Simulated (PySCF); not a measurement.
Species: acetone, `CC(C)=O`. The columns A, B, C and D hold Mulliken, IAO, Hirshfeld and ESP-fitted charges (e) of one PBE0/pcSseg-1 density (PySCF), in a shuffled order. Coordinates in Å (GFN2-xTB); the density's dipole moment is (0.13, -2.76, 1.15) D.

| atom | x | y | z | A | B | C | D |
| --- | --- | --- | --- | --- | --- | --- | --- |
| C1 | 1.268 | -0.146 | -0.092 | -0.482 | -0.284 | -0.125 | -0.644 |
| C2 | -0.030 | 0.607 | -0.255 | +0.404 | +0.109 | +0.176 | +0.824 |
| C3 | -1.249 | -0.148 | 0.214 | -0.483 | -0.285 | -0.125 | -0.641 |
| O4 | -0.088 | 1.714 | -0.723 | -0.409 | -0.349 | -0.243 | -0.542 |
| H5 | 1.500 | -0.226 | 0.969 | +0.163 | +0.139 | +0.056 | +0.171 |
| H6 | 1.175 | -1.152 | -0.494 | +0.156 | +0.128 | +0.052 | +0.166 |
| H7 | 2.076 | 0.382 | -0.591 | +0.165 | +0.137 | +0.050 | +0.165 |
| H8 | -2.099 | 0.524 | 0.298 | +0.166 | +0.138 | +0.051 | +0.166 |
| H9 | -1.059 | -0.633 | 1.168 | +0.154 | +0.126 | +0.051 | +0.163 |
| H10 | -1.485 | -0.920 | -0.517 | +0.165 | +0.141 | +0.057 | +0.172 |

**Question.** Which column most likely holds the ESP-fitted charges?

**Answer.** D. Σ q r misses the density's dipole by 0.03 D (D), 0.30 D (A), 0.72 D (B), 0.99 D (C). Charges fitted to the outside potential are the only set here that is tied to the molecule's multipoles.

**Question.** And the Hirshfeld charges?

**Answer.** C. The mean sizes are 0.099 e (C), 0.184 e (B), 0.275 e (A), 0.365 e (D), and Hirshfeld charges are commonly the smallest of these schemes.

As computed, A = IAO, B = Mulliken, C = Hirshfeld, D = ESP-fitted. Hydrogens on carbon: IAO +0.15 to +0.17, Mulliken +0.13 to +0.14, Hirshfeld +0.05 to +0.06, ESP-fitted +0.16 to +0.17 e.

The Hirshfeld scheme weights the molecular density at each point by an atom's share of the summed free-atom densities. The IAO scheme projects the occupied orbitals on a minimal set of polarised atomic orbitals and counts the electrons in each atom's part of it.

Geometry: GFN2-xTB; no solvent, vibrations or thermal averaging.
